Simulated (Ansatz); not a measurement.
Relaxation of HfN

Computed with DFT r2SCAN, scalar-relativistic, plane waves, PAW (Ansatz 0.2.0). (500 eV cutoff, 18×18×10 k-mesh, Gaussian smearing of 0.10 eV, no spin polarisation)

What was changed: uniaxial strain along c, with a, b and atoms relaxed: -2.0 %.

Spin–orbit coupling is left out, which can shift energies with elements as heavy as these.

Command:

```bash
ansatz run input.yaml --threads 1 --pin off --max-ram 2560MiB --backend cpu --events-out ev --progress --plain --runs-dir out
```

Input:

```yaml
crystal:
  lattice:
    - [3.1600225889, 0.0, 0.0]
    - [-1.5800112944, 2.7366598385, 0.0]
    - [0.0, 0.0, 5.3167400678]
  atoms:
    - { symbol: Hf, position: [0.6666666667, 0.3333333333, 0.75] }
    - { symbol: Hf, position: [0.3333333333, 0.6666666667, 0.25] }
    - { symbol: "N", position: [0.0, 0.0, 0.0] }
    - { symbol: "N", position: [0.0, 0.0, 0.5] }
basis:
  ecutwfc: 500
kpoints:
  mp_grid: { grid: [18, 18, 10] }
hamiltonian:
  xc: r2scan
scf:
  occupations: { method: gaussian, width: 0.1 }
output:
  forces: true
  stress: true
  eigenvalues: true
relax:
  adjacent_minimum: "off"
  f_tol: 0.008
  max_steps: 40
  cell: { stress_tol: 0.015, fix: [c, angles] }
```

F is the free energy. Steps run on the plane waves of an earlier cell, but the last one, and at times one on the way, on a freshly chosen basis, so a repeated geometry can differ a little in energy. The held parts of the cell keep their stress, so P needn't end at zero.

Steps:

```tsv
step	F − F(1) (eV)	largest force component (eV/Å)	V (Å³/atom)	P (GPa)
1	0.0000	0.000	11.495	2.90
2	-0.0002	0.000	11.431	4.52
3	-0.0005	0.000	11.461	3.75
4	-0.0005	0.000	11.461	3.75
```

Relaxed structure:

```yaml
crystal:
  lattice:
    - [3.15536, 0.00000, 0.00000]
    - [-1.57768, 2.73262, 0.00000]
    - [0.00000, 0.00000, 5.31674]
  atoms:
    - { symbol: Hf, position: [0.66667, 0.33333, 0.75000] }
    - { symbol: Hf, position: [0.33333, 0.66667, 0.25000] }
    - { symbol: N, position: [0.00000, 0.00000, 0.00000] }
    - { symbol: N, position: [0.00000, 0.00000, 0.50000] }
```

The structure is hexagonal, space group P6_3/mmc (No. 194). Conventional cell: a = 3.155 Å, b = 3.155 Å, c = 5.317 Å, α = 90.00°, β = 90.00°, γ = 120.00°. Around Hf (site symmetry -6m2) lie 6 N at 2.26 Å. Around N (site symmetry -3m) lie 6 Hf at 2.26 Å.

The run converged. Time: 11 min on 1 thread of AMD EPYC (Zen 3), on a shared host, peak memory 1.2 GiB.